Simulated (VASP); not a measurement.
A run of VASP 6.6.1:

INCAR

```
SYSTEM = C
PREC = Accurate
ENCUT = 700
EDIFF = 1E-8
ISMEAR = 0
SIGMA = 0.02
LREAL = .FALSE.
LASPH = .TRUE.
NELM = 80
ALGO = Fast
ISIF = 2
LWAVE = .FALSE.
LCHARG = .FALSE.
GGA = PE
IVDW = 12
IBRION = 6
NFREE = 2
POTIM = 0.015
NSW = 1
```

File KPOINTS:

```
regular mesh
0
G
  15 15 4
  0 0 0
```

Contents of POSCAR:

```
C                                       
1.0
    2.4483080544      0.0000000000     -0.0000000000
   -1.2241540272      2.1202969717     -0.0000000000
   -0.0000000000     -0.0000000000      6.6176895291
  C             
     4
Direct
     0.0000000000000000    0.0000000000000000    0.2500000000000000
     0.0000000000000000    0.0000000000000000    0.7500000000000000
     0.3333333300000021    0.6666666699999979    0.2500000000000000
     0.6666666699999979    0.3333333300000021    0.7500000000000000
```

Potentials or basis: VASP PAW PBE potentials, release 64 (C).

Run with:

```sh
$ cat potpaw_PBE.64/C/POTCAR > POTCAR
$ mpirun -np 1 vasp_std > vasp.out
```

Hardware: 1 thread of Intel(R) Xeon(R) Platinum 8375C CPU @ 2.90GHz (Ice Lake), with other jobs on the host.

Question: How long does it take, and how much memory?

Answer: It took 8.9 min on 1 thread of Intel(R) Xeon(R) Platinum 8375C CPU @ 2.90GHz (Ice Lake), with other jobs on the host, peak memory 0.43 GiB. Counts: scf iterations 114, k points 81.
